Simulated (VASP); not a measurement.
## YN in VASP 6.6.1, single-point calculation

INCAR

```
NELM = 50
MAGMOM = 1 -1
LCHARG = .FALSE.
LASPH = .TRUE.
NBANDS = 15
ISIF = 2
ENCUT = 520
EDIFF = 1E-7
PREC = Accurate
GGA = PE
IBRION = -1
NSW = 0
SIGMA = 0.02
ISPIN = 2
LWAVE = .FALSE.
LREAL = .FALSE.
ISMEAR = -1
```

KPOINTS

```
KPOINTS created by Atomic Simulation Environment
0
Monkhorst-Pack
10 10 10
0 0 0
```

POSCAR

```
Y  N
 1.0000000000000000
     0.0000000000000000    2.3990871798000000    2.3990871798000000
     2.3990871798000000    0.0000000000000000    2.3990871798000000
     2.3990871798000000    2.3990871798000000    0.0000000000000000
 Y   N
   1   1
Cartesian
  0.0000000000000000  0.0000000000000000  0.0000000000000000
  2.3990871797999995  2.3990871797999995  2.3990871797999995
```

The recommended PBE PAW datasets give the neutral cell 16 valence electrons.

Command

```
mpirun -np 1 vasp_std
```

Problem. Predict the outcome of this run.

Solution. It converged. Results: pressure 12.0 GPa; magnetic moment of the cell 0.00 μB.

OSZICAR

```
N       E                     dE             d eps       ncg     rms          rms(c)
DAV:   1     0.521397085530E+02    0.52140E+02   -0.84520E+03  6600   0.108E+03
DAV:   2    -0.185505761332E+02   -0.70690E+02   -0.64300E+02  8904   0.230E+02
DAV:   3    -0.213573389020E+02   -0.28068E+01   -0.27901E+01  8363   0.389E+01
DAV:   4    -0.214057122957E+02   -0.48373E-01   -0.48356E-01  8015   0.503E+00
DAV:   5    -0.214064687264E+02   -0.75643E-03   -0.75639E-03  8017   0.519E-01    0.354E+01
DAV:   6    -0.183422515842E+02    0.30642E+01   -0.84080E+00  7293   0.252E+01    0.362E+01
DAV:   7    -0.181824165524E+02    0.15984E+00   -0.54043E-01  8422   0.644E+00    0.255E+01
DAV:   8    -0.181677601706E+02    0.14656E-01   -0.19476E-01 10082   0.383E+00    0.776E+00
DAV:   9    -0.181636571390E+02    0.41030E-02   -0.16517E-02  7749   0.120E+00    0.187E+00
DAV:  10    -0.181623025763E+02    0.13546E-02   -0.35443E-03  9537   0.494E-01    0.675E-01
DAV:  11    -0.181625299946E+02   -0.22742E-03   -0.59522E-04  6734   0.212E-01    0.734E-02
DAV:  12    -0.181625499837E+02   -0.19989E-04   -0.61377E-05  7832   0.686E-02    0.926E-02
DAV:  13    -0.181625536897E+02   -0.37059E-05   -0.63858E-06  8248   0.209E-02    0.422E-02
DAV:  14    -0.181625540979E+02   -0.40822E-06   -0.96813E-07  8114   0.997E-03    0.761E-03
DAV:  15    -0.181625541590E+02   -0.61146E-07   -0.26360E-07  7627   0.404E-03
   1 F= -.18162554E+02 E0= -.18162554E+02  d E =-.529600E-07  mag=    -0.0000
```

The shifted mesh misses Γ, so a band edge there is missed.

For comparison, a separate PBE run of the intended cell, on usual settings and not on those above, gives a gap of 0.08 eV on its mesh and a pressure of 12.0 GPa.
